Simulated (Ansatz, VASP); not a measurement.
**TiH4 in VASP and in Ansatz**

INCAR

```
PREC     = Accurate       # precision mode
ENCUT    = 520            # plane-wave cutoff, eV
EDIFF    = 1E-7           # SCF threshold, eV
ISMEAR   = 0              # smearing method
SIGMA    = 0.1            # smearing width, eV
LREAL    = F              # projectors in reciprocal space
LASPH    = T              # aspherical terms in the spheres
NELM     = 80             # most SCF steps
ALGO     = Normal         # electronic algorithm
ISIF     = 2              # what is computed and relaxed
LWAVE    = F              # write WAVECAR
LCHARG   = F              # write CHGCAR
GGA      = PE             # functional
NBANDS   = 16             # bands
```

KPOINTS

```
regular mesh
0
Gamma
  6 6 6
```

POSCAR

```
TiH4
1.0
   -2.2530479400      2.2530479400      2.2530479400
    2.2530479400     -2.2530479400      2.2530479400
    2.2530479400      2.2530479400     -2.2530479400
Ti H
1 4
Direct
    0.0000000000      0.0000000000      0.0000000000
    0.5000000000      0.5000000000      0.5000000000
    0.0000000000      0.0000000000      0.5000000000
    0.0000000000      0.5000000000      0.0000000000
    0.5000000000      0.0000000000      0.0000000000
```

Input for Ansatz:

```yaml
crystal:
  lattice:
    - [-2.25304794, 2.25304794, 2.25304794]
    - [2.25304794, -2.25304794, 2.25304794]
    - [2.25304794, 2.25304794, -2.25304794]
  atoms:
    - { symbol: Ti, position: [0.0, 0.0, 0.0] }
    - { symbol: H, position: [0.5, 0.5, 0.5] }
    - { symbol: H, position: [0.0, 0.0, 0.5] }
    - { symbol: H, position: [0.0, 0.5, 0.0] }
    - { symbol: H, position: [0.5, 0.0, 0.0] }
basis:
  ecutwfc: 420
kpoints:
  mp_grid: { grid: [6, 6, 6] }
hamiltonian:
  xc: pbe
scf:
  occupations: { method: gaussian, width: 0.1 }
  lower_state_search: "off"
output:
  forces: true
  stress: true
  eigenvalues: true
```

Alike in both runs: task single point; functional PBE; k mesh 6 × 6 × 6; occupations gaussian, width 0.1 eV; no spin polarisation.

```csv
,VASP,Ansatz
version,VASP 6.6.1,Ansatz 0.2.0
potentials or method,"VASP PAW PBE potentials, release 64 (Ti_sv, H)","scalar-relativistic, plane waves, PAW"
plane-wave cutoff (eV),520,420
valence electrons in the cell,16,16
```

```tsv
	VASP	Ansatz	Ansatz less VASP
gap on the k mesh at the Fermi level (eV)	none	none	-
pressure (GPa)	-10.2	-10.2	+0.07
```

A gap of «none» marks a metal or a gap that the smearing closes.
